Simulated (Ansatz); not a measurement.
Runs of Ansatz 0.2.0 on BaS. Symmetry: Fm-3m, No. 225, cubic system. The conventional cell has a = 6.388 Å, b = 6.388 Å, c = 6.388 Å, α = 90.00°, β = 90.00°, γ = 90.00°. Around Ba (site symmetry m-3m) lie 6 S at 3.19 Å. S (site symmetry m-3m) is surrounded by 6 Ba at 3.19 Å. 

```csv
task,level,cutoff (eV),points for each segment of the path,gap on the mesh (eV),pressure (GPa),V0 of scaled cells (Å³/atom),B0 (GPa)
band structure,PBE,420,14,2.26,0.8,-,-
band structure,r2SCAN,500,14,2.61,0.8,-,-
band structure,LDA,420,14,2.07,(c),-,-
equation of state,LDA,420,-,-,-,30.83,(b)
equation of state,PBE,420,-,-,-,(a),42
```

Alike in all rows: potentials or basis Ansatz PAW; no spin polarisation; cell as given; k mesh 7 × 7 × 7; smearing fermi-dirac 0.05 eV.

Problem. Estimate the missing entries.

Solution. (a) 33.21; (b) 51; (c) -2.5.

Caveats: the k mesh misses the band edges, so the gap on the mesh is wider than the one along the path (some runs); spin-orbit coupling is left out, which moves the levels of the heavy elements (some runs); the PAW data sets come from PBE, with cores solved anew for the run's functional, which leaves a small shift of forces and pressure (some runs).

A k mesh can miss the band edges, and the runs leave out spin-orbit coupling on Ba.
